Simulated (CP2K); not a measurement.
# BeTe under changes of volume

One of the cells (21.254 Å³/atom); the others are scaled copies at fixed shape and fractional positions:

```
Te Be
1.0
     3.91737    0.00000    0.00000
     1.95869    3.39254    0.00000
     1.95869    1.13085    3.19852
Te Be
1 1
Direct
  0.75000 0.75000 0.75000
  0.00000 0.00000 0.00000
```

* Program: CP2K 2026.2
* Functional: PBE
* Potentials or basis: POTENTIAL_UZH Te GTH-PBE-q6, Be GTH-PBE-q4; TZVP-MOLOPT-PBE-GTH basis
* Density cutoff: 11565 eV
* k mesh: 8 × 8 × 8
* Occupations: fermi-dirac, width 0.05 eV
* Spin: no spin polarisation

| volume (Å³/atom) | energy over the lowest point (meV/atom) | pressure (GPa) | gap on the mesh (eV) |
| --- | --- | --- | --- |
| 19.979 | ? | ? | ? |
| 20.404 | 65.07 | 8.9 | 2.45 |
| 20.829 | 43.80 | 7.1 | 2.50 |
| 21.254 | 27.04 | 5.5 | 2.54 |
| 21.679 | 14.39 | 4.0 | 2.58 |
| 22.104 | 5.49 | 2.7 | 2.62 |
| 22.529 | 0.00 | 1.5 | 2.66 |

Q: What does the run at 19.979 Å³/atom give?

A: Energy over the lowest point 91.30 meV/atom; pressure 10.9 GPa; gap on the mesh 2.40 eV.

Worked out: A Birch-Murnaghan fit of order 3 (a polynomial in V^(-2/3)) to the other rows has its minimum at 23.09 Å³/atom, just outside them, with B0 = V·E''(V) = 57 GPa and B' = 3.9. It gives 91.30 meV/atom at 19.979 Å³/atom, against the run's 91.30, and -dE/dV = 10.9 GPa, against 10.9. A straight line through the other rows of the gap, of slope 2.09 eV per unit of ln V, extrapolates to 2.41 eV, against the run's 2.40.

Energies are extrapolated to zero smearing.

Caveats: spin-orbit coupling is left out, which moves the levels of the heavy elements; the basis of atomic orbitals isn't converged, which shifts pressures, moduli and gaps.

A mesh can miss the band edges.
